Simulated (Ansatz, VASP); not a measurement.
This is a calculation of Ti for Ansatz 0.2.0.

input.yaml

```yaml
crystal:
  lattice:
    - [0.0, 2.0698140295, 2.0698140295]
    - [2.0698140295, 0.0, 2.0698140295]
    - [2.0698140295, 2.0698140295, 0.0]
  atoms:
    - { symbol: Ti, position: [0.0, 0.0, 0.0] }
kpoints:
  mp_grid: { grid: [11, 11, 11] }
scf:
  occupations: { method: fermi_dirac, width: 0.05 }
hamiltonian:
  xc: pbe
  pseudopotentials: { kind: all_electron, lapw: { basis_error: 0.0005 } }
output:
  forces: true
  stress: true
  eigenvalues: true
```

Potentials or basis: all-electron LAPW, scalar-relativistic.

Launch:

```sh
$ ansatz run input.yaml --threads 1 --pin off --max-ram 2560MiB --backend cpu --events-out ev --progress --plain --runs-dir out
```

**Question.** Set up the same calculation for VASP 6.6.1. Potentials there: VASP PAW PBE potentials, release 64 (Ti_sv).

**Answer.** As run (the cutoff follows the program's own potentials):

INCAR

```
SYSTEM = Ti
  ALGO = Normal
  EDIFF = 1E-7
  ENCUT = 520
  GGA = PE
  ISIF = 2
  ISMEAR = -1
  LASPH = .TRUE.
  LCHARG = .FALSE.
  LREAL = .FALSE.
  LWAVE = .FALSE.
  NBANDS = 12
  NELM = 100
  PREC = Accurate
  SIGMA = 0.05
```

File KPOINTS:

```
k-points
0
G
  11 11 11
  0 0 0
```

The input POSCAR:

```
Ti
1.0
    0.0000000000      2.0698140295      2.0698140295
    2.0698140295      0.0000000000      2.0698140295
    2.0698140295      2.0698140295      0.0000000000
Ti
1
Direct
    0.0000000000      0.0000000000      0.0000000000
```

Potentials or basis: VASP PAW PBE potentials, release 64 (Ti_sv).

Command:

```sh
$ cat potpaw_PBE.64/Ti_sv/POTCAR > POTCAR
$ mpirun -np 1 vasp_std > vasp.out
```

Both were run:

|  | VASP | Ansatz | Ansatz less VASP |
| --- | --- | --- | --- |
| gap on the k mesh at the Fermi level (eV) | none | none | - |
| pressure (GPa) | -2.4 | -2.2 | +0.23 |

A gap of «none» marks a metal or a gap that the smearing closes. Ansatz ran all-electron here, so the differences hold the error of VASP's frozen core and of both bases.
